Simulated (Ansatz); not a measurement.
# TaN: the cost of one run

Method: DFT LDA, scalar-relativistic, in Ansatz 0.2.0.

## Step 1: Starting point

Symmetry: P6_3mc, No. 186, hexagonal system. The conventional cell has a = 3.050 Å, b = 3.050 Å, c = 4.940 Å, α = 90.00°, β = 90.00°, γ = 120.00°. Ta (site symmetry 3m) has 4 N at 1.85 to 1.90 Å in its first shell of neighbours. N (site symmetry 3m) is surrounded by 4 Ta at 1.85 to 1.90 Å.

Structure file:

```
Ta N
1.0
     3.05000    0.00000    0.00000
    -1.52500    2.64138    0.00000
     0.00000    0.00000    4.94000
Ta N
2 2
Cartesian
  0.0000 1.7609 0.0000
  1.5250 0.8805 2.4700
  0.0000 1.7609 1.9019
  1.5250 0.8805 4.3719
```

Atoms are numbered in the order of the input: Ta1, Ta2, N3, N4.

## Step 2: After the deformation

Space group P6_3mc before, P6_3mc after.

## Step 3: Full-potential LAPW

Contents of input.yaml:

```yaml
crystal:
  lattice:
    - [2.9890010687, 0.0, 0.0]
    - [-1.4945005344, 2.5885508575, 0.0]
    - [0.0, 0.0, 4.94]
  atoms:
    - { symbol: Ta, position: [0.3333333333, 0.6666666667, 0.0] }
    - { symbol: Ta, position: [0.6666666667, 0.3333333333, 0.5] }
    - { symbol: "N", position: [0.3333333333, 0.6666666667, 0.385] }
    - { symbol: "N", position: [0.6666666667, 0.3333333333, 0.885] }
kpoints:
  mp_grid: { grid: [9, 9, 5] }
  band_path:
    path:
      - [0.0, 0.0, 0.0]
      - [0.5, 0.0, 0.0]
      - [0.3333333333, 0.3333333333, 0.0]
      - [0.0, 0.0, 0.0]
      - [0.0, 0.0, 0.5]
      - [0.5, 0.0, 0.5]
      - [0.3333333333, 0.3333333333, 0.5]
      - [0.0, 0.0, 0.5]
      - [0.5, 0.0, 0.5]
    npoints: 5
scf:
  occupations: { method: fermi_dirac, width: 0.03 }
hamiltonian:
  xc: lda
  pseudopotentials: { kind: all_electron, lapw: { basis_error: 0.001 } }
output:
  forces: true
  stress: true
  eigenvalues: true
```

Started as:

```sh
> ansatz run input.yaml --threads 1 --pin off --max-ram 4096MiB --backend cpu --events-out ev --progress --plain --runs-dir out
```

**Question.** How long does this run take on 1 thread of AMD EPYC 7R43 (Zen 3), shared host, and how much memory does it need?

About 2 min, with a peak of 0.58 GiB.
